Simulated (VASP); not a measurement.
Au:

```
Au
1.0
     0.00000    2.03500    2.03500
     2.03500    0.00000    2.03500
     2.03500    2.03500    0.00000
Au
1
Direct
  0.00000 0.00000 0.00000
```

| Property | Result |
| --- | --- |
| Program | VASP 6.6.1 |
| Task | single point |
| Functional | PBEsol |
| Potentials or basis | VASP PAW PBE potentials, release 64 (Au) |
| Cutoff | 520 eV |
| k mesh | 11 × 11 × 11 |
| Occupations | fermi-dirac, width 0.05 eV |
| Spin | no spin polarisation |

On this cell: pressure 1.4 GPa; band gap on the k mesh none (metal or under the smearing width).

The same run follows on a disturbed copy (cell strained at random at fixed volume):

```xyz
1
Lattice="0.0595 2.0328 2.0239 2.0628 0.0301 2.0533 2.0741 2.0734 0.0189" Properties=species:S:1:pos:R:3 pbc="T T T"
Au    0.0297    0.0344   -0.0121
```

What changes?

The energy (extrapolated to zero smearing) moves by +6.0 meV/atom; pressure 1.6 GPa; band gap on the k mesh none (metal or under the smearing width).

Stress tensor (GPa, compression positive):
```
 1.69 -1.98 -1.45
-1.98  1.54  0.23
-1.45  0.23  1.50
```

Caveats: the PAW data sets were made with another functional, which shifts forces and pressure a little.
